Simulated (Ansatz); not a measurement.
All numbers below come from Ansatz 0.2.0, DFT, revPBE, plane waves (420 eV) with PAW, scalar-relativistic. The PAW files were generated under PBE, with cores re-solved for the functional.

An element in the bcc structure gives this curve. The cell is scaled uniformly from the relaxed one, with fractional coordinates and shape fixed. Energies are extrapolated to zero smearing, pressures are those at the given smearing. Magnetic state: spin not included.

| V (Å³/atom) | E − E₀ (meV/atom) | P (GPa) |
| --- | --- | --- |
| 32.458 | 31.3 | 2.81 |
| 33.933 | 11.9 | 1.67 |
| 35.409 | 2.1 | 0.74 |
| 36.884 | 0.1 | -0.02 |
| 38.359 | 4.5 | -0.64 |
| 39.835 | 14.2 | -1.14 |
| 41.310 | 27.9 | -1.56 |

Problem. Which element is it?
A. lanthanum
B. sodium
C. thallium
D. ytterbium

Solution. D. Its fit is V₀ = 36.56 Å³/atom, B₀ = 17.8 GPa, B₀′ = 4.1.
